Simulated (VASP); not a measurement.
# MoS2 in VASP: notebook, part 2 of 2

VASP 6.6.1. The steps go on from the part before.

### Step 3. Single point, PBE+D4

This run uses another cell than the first one, of 35.05 Å³/atom, 1.004 times its volume.

INCAR

```
  PREC = Accurate
  ENCUT = 520
  EDIFF = 1E-6
  ISMEAR = 0
  SIGMA = 0.01
  LREAL = False
  LASPH = True
  NELM = 100
  ALGO = Fast
  ISIF = 2
  LWAVE = False
  LCHARG = False
  GGA = PE
  IVDW = 13
  NBANDS = 35
```

KPOINTS

```
Automatic mesh
0
Gamma
  12 12 1
```

POSCAR

```
MoS2
1.0
    3.1600000000      0.0000000000      0.0000000000
   -1.5800000000      2.7366402760      0.0000000000
    0.0000000000      0.0000000000     24.3200000000
S Mo
4 2
Direct
    0.3333333333      0.6666666667      0.3083881579
    0.3333333333      0.6666666667      0.4366776316
    0.6666666667      0.3333333333      0.5633223684
    0.6666666667      0.3333333333      0.6916118421
    0.6666666667      0.3333333333      0.3725328947
    0.3333333333      0.6666666667      0.6274671053
```

Potentials or basis: VASP PAW PBE potentials, release 64 (S, Mo_sv).

Command:

```sh
$ cat potpaw_PBE.64/S/POTCAR potpaw_PBE.64/Mo_sv/POTCAR > POTCAR
$ mpirun -np 1 vasp_std > vasp.out
```

OUTCAR:

```text
PREC = Accurate
   ENCUT = 520
   EDIFF = 1E-6
   ISMEAR = 0
   LREAL = False
   LASPH = True
   NELM = 100
   ISIF = 2
   GGA = PE
   IVDW = 13

 ion  position               nearest neighbor table
   1  0.333  0.667  0.308-   5 2.40   5 2.40   5 2.40
   2  0.333  0.667  0.437-   5 2.40   5 2.40   5 2.40
   3  0.667  0.333  0.563-   6 2.40   6 2.40   6 2.40
   4  0.667  0.333  0.692-   6 2.40   6 2.40   6 2.40
   5  0.667  0.333  0.373-   1 2.40   1 2.40   1 2.40   2 2.40   2 2.40   2 2.40
   6  0.333  0.667  0.627-   4 2.40   4 2.40   4 2.40   3 2.40   3 2.40   3 2.40

  LATTYP: Found a hexagonal cell.
 ALAT       =     3.1600000000
 C/A-ratio  =     7.6962025316

  Lattice vectors:

 A1 = (   3.1600000000,   0.0000000000,   0.0000000000)
 A2 = (  -1.5800000000,   2.7366402760,   0.0000000000)
 A3 = (   0.0000000000,   0.0000000000,  24.3200000000)

Analysis of symmetry for initial positions (statically):
=====================================================================
 Subroutine PRICEL returns:
 Original cell was already a primitive cell.

 Routine SETGRP: Setting up the symmetry group for a
 hexagonal supercell.

 Subroutine GETGRP returns: Found 12 space group operations
 (whereof 12 operations were pure point group operations)
 out of a pool of 24 trial point group operations.

The static configuration has the point symmetry D_3d.

Analysis of symmetry for dynamics (positions and initial velocities):
=====================================================================
 Subroutine PRICEL returns:
 Original cell was already a primitive cell.

 Routine SETGRP: Setting up the symmetry group for a
 hexagonal supercell.

 Subroutine GETGRP returns: Found 12 space group operations
 (whereof 12 operations were pure point group operations)
 out of a pool of 24 trial point group operations.

The dynamic configuration has the point symmetry D_3d.

 Subroutine INISYM returns: Found 12 space group operations
 (whereof 12 operations are pure point group operations),
 and found     1 'primitive' translations

----------------------------------------------------------------------------------------

                                     Primitive cell

  volume of cell :     210.3141

  direct lattice vectors                    reciprocal lattice vectors
     3.160000000  0.000000000  0.000000000     0.316455696  0.182705781  0.000000000
    -1.580000000  2.736640276  0.000000000     0.000000000  0.365411563  0.000000000
     0.000000000  0.000000000 24.320000000     0.000000000  0.000000000  0.041118421

  length of vectors
     3.160000000  3.160000000 24.320000000     0.365411563  0.365411563  0.041118421

  position of ions in fractional coordinates (direct lattice)
     0.333333333  0.666666667  0.308388158
     0.333333333  0.666666667  0.436677632
     0.666666667  0.333333333  0.563322368
     0.666666667  0.333333333  0.691611842
     0.666666667  0.333333333  0.372532895
     0.333333333  0.666666667  0.627467105

  ion indices of the primitive-cell ions
   primitive index   ion index
                 1           1
                 2           2
                 3           3
                 4           4
                 5           5
                 6           6

----------------------------------------------------------------------------------------

 KPOINTS: Automatic mesh

Automatic generation of k-mesh.
 Grid dimensions read from file:
 generate k-points for:   12   12    1

 Generating k-lattice:

  Cartesian coordinates                     Fractional coordinates (reciprocal lattice)
     0.026371308  0.015225482  0.000000000     0.083333333 -0.000000000  0.000000000
     0.000000000  0.030450964  0.000000000     0.000000000  0.083333333  0.000000000
     0.000000000  0.000000000  0.041118421     0.000000000  0.000000000  1.000000000

  Length of vectors
     0.030450964  0.030450964  0.041118421

  Shift w.r.t. Gamma in fractional coordinates (k-lattice)
     0.000000000  0.000000000  0.000000000

 Subroutine IBZKPT returns following result:
 ===========================================

 Found     19 irreducible k-points:

 Following reciprocal coordinates:
            Coordinates               Weight
  0.000000  0.000000  0.000000      1.000000
  0.083333  0.000000  0.000000      6.000000
  0.166667  0.000000  0.000000      6.000000
  0.250000  0.000000  0.000000      6.000000
  0.333333  0.000000  0.000000      6.000000
  0.416667  0.000000  0.000000      6.000000
[... 11 lines left out ...]
  0.333333  0.250000  0.000000     12.000000
  0.333333  0.333333  0.000000      2.000000
   k-points           NKPTS =     19   k-points in BZ     NKDIM =     19   number of bands    NBANDS=     35
   number of dos      NEDOS =    301   number of ions     NIONS =      6
   total plane-waves  NPLWV = 110592
   dimension x,y,z NGX =    24 NGY =   24 NGZ =  192
   dimension x,y,z NGXF=    48 NGYF=   48 NGZF=  384
   ions per type =               4   2
   NGX,Y,Z   is equivalent  to a cutoff of  12.63, 12.63, 13.12 a.u.
   NGXF,Y,Z  is equivalent  to a cutoff of  25.25, 25.25, 26.25 a.u.
 SYSTEM =  unknown system
   PREC   = accura    normal or accurate (medium, high low for compatibility)
   ISTART =      0    job   : 0-new  1-cont  2-samecut
   ICHARG =      2    charge: 1-file 2-atom 10-const
   ISPIN  =      1    spin polarized calculation?
   LNONCOLLINEAR =      F non collinear calculations
   LSORBIT =      F    spin-orbit coupling
   LASPH  =      T    aspherical Exc in radial PAW
   ENCUT  =  520.0 eV  38.22 Ry    6.18 a.u.   5.88  5.88 45.22*2*pi/ulx,y,z
   NELM   =    100;   NELMIN=  2; NELMDL= -5     # of ELM steps
   EDIFF  = 0.1E-05   stopping-criterion for ELM
[... 8 lines left out ...]
   TEBEG  =    0.0;   TEEND  =   0.0 temperature during run
   PSTRESS=    0.0 pullay stress
   NELECT =      52.0000    total number of electrons
   NUPDOWN=      -1.0000    fix difference up-down
   EMIN   =  10.00;   EMAX   =-10.00  energy-range for DOS
   EFERMI =   0.00;   METHOD = LEGACY
   ISMEAR =     0;   SIGMA  =   0.01  broadening in eV -4-tet -1-fermi 0-gaus
   EFERMI_NEDOS =   21; number of points for ismear=-14 and -15
   IALGO  =     68    algorithm
   IMIX   =      4    mixing-type and parameters
     AMIX     =   0.40;   BMIX     =  1.00
     AMIX_MAG =   1.60;   BMIX_MAG =  1.00
  volume/ion in A,a.u.               =      35.05       236.54
  Fermi-wavevector in a.u.,A,eV,Ry     =   1.027511  1.941714 14.364744  1.055779
  Thomas-Fermi vector in A             =   2.161460
   LORBIT       =      0    0 simple, 1 ext, 2 COOP (PROOUT), +10 PAW based schemes
   GGA     = PE    functional components
   LHFCALC =     F    Hartree Fock is set to
   AEXX    =    0.0000 exact exchange contribution
   IVDW    =    13    specifies the selected vdW correction
   LEPSILON=     F    determine dielectric tensor
   LRPA    =     F    only Hartree local field effects (RPA)
 non-spin polarized calculation
 RMM-DIIS sequential band-by-band and
 Gauss-broadening in eV      SIGMA  =   0.01
  energy-cutoff  :      520.00
  volume of cell :      210.31
 maximum number of plane-waves:      5688
 NGX is ok and might be reduce to    24

 number of electron      52.0000001 magnetization

 Free energy of the ion-electron system (eV)
  ---------------------------------------------------
  ext. energy  EPLUGINS =         0.00000000
  ---------------------------------------------------
  free energy    TOTEN  =       -43.65355084 eV

  energy without entropy =      -43.65355084  energy(sigma->0) =      -43.65355084

 E-fermi :   1.0564     XC(G=0):  -5.9145

 val. band max:        1.0019573624   @ k =   0.0000   0.0000   0.0000
 cond. band min:       2.3200683983   @ k =   0.3333   0.3333   0.0000
 fundamental gap:      1.3181110359
 Fermi energy:         1.0564123201

 k-point     1 :       0.0000    0.0000    0.0000
  band No.  band energies     occupation
      1     -60.2566      2.00000
      2     -60.2566      2.00000
      3     -34.4141      2.00000
      4     -34.4141      2.00000
      5     -34.1848      2.00000
      6     -34.1848      2.00000
[... 711 lines left out ...]
     34       5.5588      0.00000
     35       7.5001      0.00000

------------------------ aborting loop because EDIFF is reached ----------------------------------------

  DFT-D4 for vdW energy calculation

  Edisp (eV):   -2.27952

  FORCE on cell =-STRESS in cart. coord.  units (eV):
  Direction    XX          YY          ZZ          XY          YZ          ZX
  --------------------------------------------------------------------------------------
  -------------------------------------------------------------------------------------
  Total      -0.30197    -0.30197     0.07043     0.00000     0.00000    -0.00000
  in kB      -2.30038    -2.30038     0.53654     0.00000     0.00000    -0.00000
  external pressure =       -1.35 kB  Pullay stress =        0.00 kB

 VOLUME and BASIS-vectors are now :
 -----------------------------------------------------------------------------
  energy-cutoff  :      520.00
  volume of cell :      210.31
      direct lattice vectors                 reciprocal lattice vectors
     3.160000000  0.000000000  0.000000000     0.316455696  0.182705781  0.000000000
    -1.580000000  2.736640276  0.000000000     0.000000000  0.365411563  0.000000000
     0.000000000  0.000000000 24.320000000     0.000000000  0.000000000  0.041118421

 POSITION                                       TOTAL-FORCE (eV/Angst)
 -----------------------------------------------------------------------------------
     -0.00000      1.82443      7.50000        -0.000000      0.000000     -0.051905
     -0.00000      1.82443     10.62000        -0.000000      0.000000      0.067574
      1.58000      0.91221     13.70000         0.000000     -0.000000     -0.067574
      1.58000      0.91221     16.82000         0.000000      0.000000      0.051905
      1.58000      0.91221      9.06000         0.000000      0.000000      0.021164
     -0.00000      1.82443     15.26000        -0.000000     -0.000000     -0.021164
 -----------------------------------------------------------------------------------
    total drift:                               -0.000000      0.000000     -0.000000

  FREE ENERGIE OF THE ION-ELECTRON SYSTEM (eV)
  ---------------------------------------------------
  free  energy   TOTEN  =       -45.9330685718 eV

  energy  without entropy=      -45.9330685718  energy(sigma->0) =      -45.93306857
```

Run time: 1.9 min. Hardware: 1 thread of Intel Xeon 6975P-C (Granite Rapids), shared host; peak memory 0.38 GiB.

Results:

- Free energy: -45.9331 eV
- Largest force: 0.068 eV/Å
- Band gap on the k mesh: 1.32 eV, indirect (least direct gap 1.72 eV)
- Dispersion energy per atom: -0.380 eV

Forces in eV/Å, atoms in the order of the input:
```
S    0.000  0.000 -0.052
S    0.000  0.000  0.068
S    0.000  0.000 -0.068
S    0.000  0.000  0.052
Mo   0.000  0.000  0.021
Mo   0.000  0.000 -0.021
```

### Step 4. Single point, PBE+D4

INCAR

```
SYSTEM = MoS2
  PREC = Accurate
  ENCUT = 520
  EDIFF = 1E-6
  ISMEAR = 0
  SIGMA = 0.01
  LREAL = .FALSE.
  LASPH = .TRUE.
  NELM = 100
  ALGO = Fast
  ISIF = 2
  LWAVE = .FALSE.
  LCHARG = .TRUE.
  GGA = PE
  IVDW = 13
  LELF = .TRUE.
  LVHAR = .TRUE.
  NBANDS = 35
```

KPOINTS

```
Automatic mesh
0
G
  12 12 1
  0 0 0
```

POSCAR

```
MoS2
1.0
    3.1540796855      0.0000000000      0.0000000000
   -1.5770398428      2.7315131332      0.0000000000
    0.0000000000      0.0000000000     24.3200000000
S Mo
4 2
Direct
    0.3333333333      0.6666666667      0.3104128874
    0.3333333333      0.6666666667      0.4391224132
    0.6508141820      0.3333333333      0.5608775868
    0.6508141820      0.3333333333      0.6895871126
    0.6666666667      0.3333333333      0.3747905936
    0.3174808486      0.6666666667      0.6252094064
```

Command:

```sh
$ cat potpaw_PBE.64/S/POTCAR potpaw_PBE.64/Mo_sv/POTCAR > POTCAR
$ mpirun -np 1 vasp_std > vasp.out
```

Wall time 7 min (1 thread of Intel Xeon 6975P-C (Granite Rapids), shared host); peak memory 0.61 GiB.

The run converged. Its results:

| Item | Value |
| --- | --- |
| Free energy | -45.9368 eV |
| Largest force | 0.025 eV/Å |
| Band gap on the k mesh | 1.25 eV, indirect (least direct gap 1.74 eV) |
| Dispersion energy per atom | -0.384 eV |

Forces on the atoms (eV/Å):
```
S    0.001  0.000  0.017
S   -0.006  0.000 -0.025
S    0.006  0.000  0.025
S   -0.001  0.000 -0.017
Mo  -0.003  0.000 -0.005
Mo   0.003  0.000  0.005
```

Levels at points of the mesh, in eV from the valence-band top:
| k point | band 23 | band 24 | band 25 | band 26 | band 27 | band 28 | band 29 | band 30 |
| --- | --- | --- | --- | --- | --- | --- | --- | --- |
| (0.00, 0.00, 0.00) | -1.92 | -1.77 | -0.73 | 0.00 | 2.34 | 2.35 | 2.36 | 2.37 |
| (0.50, 0.00, 0.00) | -1.46 | -1.34 | -1.16 | -1.11 | 1.86 | 1.89 | 2.31 | 2.46 |
| (0.00, 0.50, 0.00) | -1.46 | -1.34 | -1.17 | -1.10 | 1.86 | 1.89 | 2.31 | 2.46 |
| (0.50, 0.50, 0.00) | -1.46 | -1.34 | -1.17 | -1.09 | 1.86 | 1.89 | 2.31 | 2.46 |

### Step 5. Summary

```tsv
cell	gap on the mesh (eV)	largest force (eV/Å)
P-3m1, 34.92 Å³/atom	1.25	0.02
P-3m1, 35.05 Å³/atom	1.32	0.07
P-1, 34.92 Å³/atom	1.25	0.03
```

Some of these runs hold the atoms at other places in the same cell, which the table doesn't show; runs alike in all that it shows share one row.

Alike in all rows: task single point; level PBE+D4; potentials or basis VASP PAW PBE potentials, release 64 (S, Mo_sv); no spin polarisation; k mesh 12 × 12 × 1; cutoff (eV) 520; smearing gaussian 0.01 eV.

On the cell as given the gap runs from 1.25 eV (PBE+D4) to 1.32 eV (PBE+D4).

Absolute energies hang on the potentials; compare differences alone.
